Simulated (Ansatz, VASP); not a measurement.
**TiO2: VASP beside Ansatz**

```
Ti O
1.0
     6.11228   -1.87083    0.00000
     6.11228    1.87083    0.00000
    -1.91538    0.00000    6.28649
Ti O
4 8
Cartesian
  10.4483 0.0000 1.8206
  1.8438 0.0000 1.7839
  -0.1391 0.0000 4.4659
  8.4654 0.0000 4.5026
  3.8625 0.0000 1.8444
  1.9712 0.0000 4.1019
  8.6946 0.0000 6.2569
  8.3379 0.0000 2.1846
  10.3045 0.0000 3.9606
  1.6145 0.0000 0.0296
  6.4467 0.0000 4.4421
  0.0047 0.0000 2.3259
```

The cell comes from a database or a generator and needn't be the stable form of this composition.

Alike in both runs: task single point; functional PBE; k mesh 8 × 8 × 4; occupations fermi-dirac, width 0.05 eV; no spin polarisation.

|  | VASP | Ansatz |
| --- | --- | --- |
| version | VASP 6.6.1 | Ansatz 0.2.0 |
| potentials or method | VASP PAW PBE potentials, release 64 (Ti_sv, O) | PseudoDojo stringent (PBE files) |
| plane-wave cutoff (eV) | 520 | 1252 |
| valence electrons in the cell | 96 | 96 |

VASP gave:

- gap on the k mesh at the Fermi level (eV): 2.80
- least direct gap on the mesh (eV): 2.97
- pressure (GPa): 3.5
- largest component of the traceless stress (GPa): 0.17
- rms of the force components (eV/Å): 0.035

Q: What did Ansatz give for the same quantities?

A: gap on the k mesh at the Fermi level (eV): 2.84; least direct gap on the mesh (eV): 3.01; pressure (GPa): 2.5; largest component of the traceless stress (GPa): 0.05; rms of the force components (eV/Å): 0.024.

Atom by atom the forces differ by 0.026 eV/Å (rms over components). With one functional, cell and mesh, what is left measures potentials, basis and numerics.

A k mesh can miss the band edges. Expect the measured gap to be larger: semilocal functionals such as PBE lack the derivative discontinuity.
